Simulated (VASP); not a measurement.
Write the native input for VASP 6.6.1 that does the following.

| Item | Value |
| --- | --- |
| Task | relaxation of cell and atoms |
| Functional | LDA |
| Potentials or basis | VASP PAW LDA potentials, release 64 (Sn_d, O) |
| Cutoff | 600 eV |
| k mesh | 9 × 6 × 5 |
| Occupations | fermi-dirac, width 0.05 eV |
| Spin | no spin polarisation |
| Further INCAR settings | ALGO = Normal; EDIFF = 1e-06; IBRION = 2; EDIFFG = -0.01; NSW = 60; ISIF = 3 |

The structure of SnO2 lies in POSCAR:

```
SnO2
1.0
    3.0232700000      0.0000000000      0.0000000000
    0.0000000000      4.9646800000      0.0000000000
    0.0000000000      0.0000000000      5.9769600000
Sn O
1 2
Direct
    0.5000000000      0.5000000000      0.0000000000
    0.0000000000      0.5000000000      0.7757200000
    0.0000000000      0.5000000000      0.2242800000
```

The cell was built by a generator and needn't be a form met in nature.

The input as run:

INCAR

```
SYSTEM = SnO2
PREC     = Accurate       ! precision mode
ENCUT    = 600            ! plane-wave cutoff, eV
EDIFF    = 1E-6           ! SCF threshold, eV
ISMEAR   = -1             ! smearing method
SIGMA    = 0.05           ! smearing width, eV
LREAL    = .False.        ! projectors in reciprocal space
LASPH    = .True.         ! aspherical terms in the spheres
NELM     = 80             ! most SCF steps
ALGO     = Normal         ! electronic algorithm
ISIF     = 3              ! what is computed and relaxed
LWAVE    = .False.        ! write WAVECAR
LCHARG   = .False.        ! write CHGCAR
IBRION   = 2              ! ionic algorithm
NSW      = 60             ! ionic steps
EDIFFG   = -0.01          ! ionic threshold
```

KPOINTS

```
Automatic mesh
0
Gamma
  9 6 5
  0 0 0
```

Potentials or basis: VASP PAW LDA potentials, release 64 (Sn_d, O).

Launch:

```bash
$ cat potpaw_LDA.64/Sn_d/POTCAR potpaw_LDA.64/O/POTCAR > POTCAR
$ mpirun -np 1 vasp_std > vasp.out
```

Results of the run:

```yaml
Relaxed_volume: 31.69 Å³/atom
Relaxed_cell: a = 2.984 Å, b = 5.636 Å, c = 5.652 Å, α = 90.00°, β = 90.00°, γ = 90.00°
Space_group_after_relaxing_to_0.05_Å: Pmmm (No. 47)
Energy_gained_by_relaxing: 12.4 meV/atom
Ionic_steps: 53
Pressure_after_relaxing: 0.0 GPa
Largest_force_after_relaxing: 0.009 eV/Å
Band_gap_on_the_k_mesh: 1.23 eV, indirect (least direct gap 1.91 eV)
```

Caveat: spin-orbit coupling is left out, which moves the levels of the heavy elements; an odd mesh through Γ misses points on the zone boundary, where band edges often lie.

Wall time 14 min on 1 thread of Intel(R) Xeon(R) 6975P-C (Granite Rapids), on a shared host, peak memory 0.26 GiB.
